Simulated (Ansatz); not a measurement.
## Li: stiffness from a series of strains

```
CELL_PARAMETERS angstrom
-1.75000 1.75000 1.75000
1.75000 -1.75000 1.75000
1.75000 1.75000 -1.75000
ATOMIC_POSITIONS crystal
Li 0.00000 0.00000 0.00000
```

The cell is a measured one (Crystallography Open Database entry 9011628); the temperature and pressure of the measurement aren't taken into account, and nothing was relaxed.

Computed with Ansatz 0.2.0, DFT, PBE, all-electron LAPW, scalar-relativistic.

Numerical set-up: a Γ-centred 15×15×15 k mesh, Fermi–Dirac smearing of 0.08 eV, basis error target 0.25 meV/atom, no spin polarisation.

The strain is applied along the Cartesian axes of the cell as listed (the other components stay zero). Fractional coordinates are held (clamped ions).

σ is the change of stress from the unstrained cell, which is at -0.70 GPa; tension is positive, so slopes are stress–strain coefficients at that pressure. In a metal the k mesh adds noise.

Only quantities that a quadratic follows smoothly over the whole series are listed; rougher ones are left out.

```csv
εzz,σzz (GPa),σxx (GPa)
-0.0300,-0.35,-0.37
-0.0100,-0.11,-0.12
0.0000,0.00,0.00
0.0100,0.10,0.12
0.0200,0.19,0.23
0.0300,0.29,0.34
```

Fit the series and read off the stiffness at zero strain.

Least-squares fits y = p0 + p1 x + p2 x² to the rows give σzz (GPa): p1 = 10.6, p2 = -32; σxx (GPa): p1 = 11.8, p2 = -18. So C11 = 11 GPa and C12 = 12 GPa, which gives B = (C11 + 2 C12)/3 = 12 GPa.

One run, at εzz = -0.0200, is withheld. Predict its row.

The fits give -0.23, -0.24; the run gave -0.22, -0.25.
